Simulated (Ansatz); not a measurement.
Chalcopyrite CuInS2, treated with r²SCAN+SOC (PAW; Ansatz, an electronic-structure program).

Run with plane-wave cutoff 560 eV, 10×10×10 k mesh, Fermi–Dirac smearing 0.01 eV, PAW data made under PBE.

Cell (measured lattice):

Space group I-42d (No. 122); a = b = 5.523 Å, c = 11.133 Å, α = β = γ = 90.00°

```csv
atom,site,symmetry,x,y,z
In,4b,-4..,0.0000,0.0000,0.5000
Cu,4a,-4..,0.0000,0.0000,0.0000
S,8d,.2.,0.2295,0.2500,0.1250
```
(The calculation used a cell of 8 atoms; values per cell refer to that cell.)

**Question.** Predict the band gap.

**Answer.** 
- band gap = 0.45 eV (direct)

Measured, for comparison: band gap 1.55 eV (temperature not stated, no zero-point or thermal correction, direct or pseudo-direct at Γ; as tabulated in Ghosh et al. (2024), arXiv:2401.16805). Computed (rounded) less measured: band gap -1.10 eV.

Note: cell and atoms aren't relaxed at this level (largest force component 0.42 eV/Å, pressure 0.4 GPa).
